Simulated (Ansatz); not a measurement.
Write the native input for Ansatz 0.2.0 that does the following.

| Quantity | Value |
| --- | --- |
| Task | single point |
| Functional | PBEsol |
| Potentials or basis | all-electron LAPW, scalar-relativistic |
| Cutoff | 293 eV (chosen from the basis error) |
| Basis error allowed | 0.001 eV/atom |
| k mesh | 9 × 9 × 9 |
| Occupations | fermi-dirac, width 0.05 eV |
| Spin | collinear spin, ferromagnetic start |
| Starting moments | [1.0, 0.0, 0.0] μB |

Si2Ni:

```xyz
3
Lattice="0.0000 2.7030 2.7030 2.7030 0.0000 2.7030 2.7030 2.7030 0.0000" Properties=species:S:1:pos:R:3 pbc="T T T"
Ni    0.0000    0.0000    0.0000
Si    4.0545    4.0545    4.0545
Si    1.3515    1.3515    1.3515
```

The input as run:

input.yaml

```yaml
crystal:
  lattice:
    - [0.0, 2.703, 2.703]
    - [2.703, 0.0, 2.703]
    - [2.703, 2.703, 0.0]
  atoms:
    - { symbol: Ni, position: [0.0, 0.0, 0.0], spin: 1.0 }
    - { symbol: Si, position: [0.75, 0.75, 0.75] }
    - { symbol: Si, position: [0.25, 0.25, 0.25] }
kpoints:
  mp_grid: { grid: [9, 9, 9] }
scf:
  occupations: { method: fermi_dirac, width: 0.05 }
hamiltonian:
  xc: pbesol
  pseudopotentials: { kind: all_electron, lapw: { basis_error: 0.001 } }
magnetization:
  spin_polarized: true
output:
  forces: true
  stress: true
  eigenvalues: true
  populations: true
```

Potentials or basis: all-electron LAPW, scalar-relativistic.

Command:

```console
$ ansatz run input.yaml --threads 4 --pin off --max-ram 12288MiB --backend cpu --events-out ev --progress --plain --runs-dir out
```

Results of the run:

```yaml
Pressure: -0.9 GPa
Band_gap_on_the_k_mesh: none (metal or under the smearing width)
Net_moment: 0.00 μB per cell
Absolute_moment: 0.00 μB per cell
```

Caveat: the starting moments weren't kept.

Wall time 9.1 s on 4 threads of Arm Neoverse V2, on a shared host, peak memory 0.53 GiB.
